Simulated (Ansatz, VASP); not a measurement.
**Two plane-wave programs on Sn**

The input INCAR:

```
SYSTEM = Sn
PREC = Accurate
ENCUT = 520
EDIFF = 1E-6
ISMEAR = 0
SIGMA = 0.15
LREAL = .FALSE.
LASPH = .TRUE.
NELM = 100
ALGO = Fast
ISIF = 2
LWAVE = .FALSE.
LCHARG = .TRUE.
GGA = PS
LELF = .TRUE.
LVHAR = .TRUE.
NBANDS = 13
```

File KPOINTS:

```
regular mesh
0
G
  20 20 20
  0 0 0
```

Contents of POSCAR:

```
Sn
1.0
   -1.7829356241      1.7829356241      2.1395227489
    1.7829356241     -1.7829356241      2.1395227489
    1.7829356241      1.7829356241     -2.1395227489
Sn
1
Direct
    0.0000000000      0.0000000000      0.0000000000
```

Input for Ansatz:

```yaml
crystal:
  lattice:
    - [-1.7829356241, 1.7829356241, 2.1395227489]
    - [1.7829356241, -1.7829356241, 2.1395227489]
    - [1.7829356241, 1.7829356241, -2.1395227489]
  atoms:
    - { symbol: Sn, position: [0.0, 0.0, 0.0] }
basis:
  ecutwfc: 420
kpoints:
  mp_grid: { grid: [20, 20, 20] }
hamiltonian:
  xc: pbesol
scf:
  occupations: { method: gaussian, width: 0.15 }
output:
  forces: true
  stress: true
  eigenvalues: true
```

Alike in both runs: task single point; functional PBEsol; k mesh 20 × 20 × 20; occupations gaussian, width 0.15 eV; no spin polarisation.

|  | VASP | Ansatz |
| --- | --- | --- |
| version | VASP 6.6.1 | Ansatz 0.2.0 |
| potentials or method | VASP PAW PBE potentials, release 64 (Sn_d) | scalar-relativistic, plane waves, PAW |
| plane-wave cutoff (eV) | 520 | 420 |
| valence electrons in the cell | 14 | 14 |

|  | VASP | Ansatz | Ansatz less VASP |
| --- | --- | --- | --- |
| gap on the k mesh at the Fermi level (eV) | none | none | - |
| pressure (GPa) | -1.6 | -1.6 | +0.01 |
| largest component of the traceless stress (GPa) | 0.06 | 0.05 | -0.004 |

A gap of «none» marks a metal or a gap that the smearing closes.

Caveats: the PAW data sets were made with another functional, which shifts forces and pressure a little (VASP).
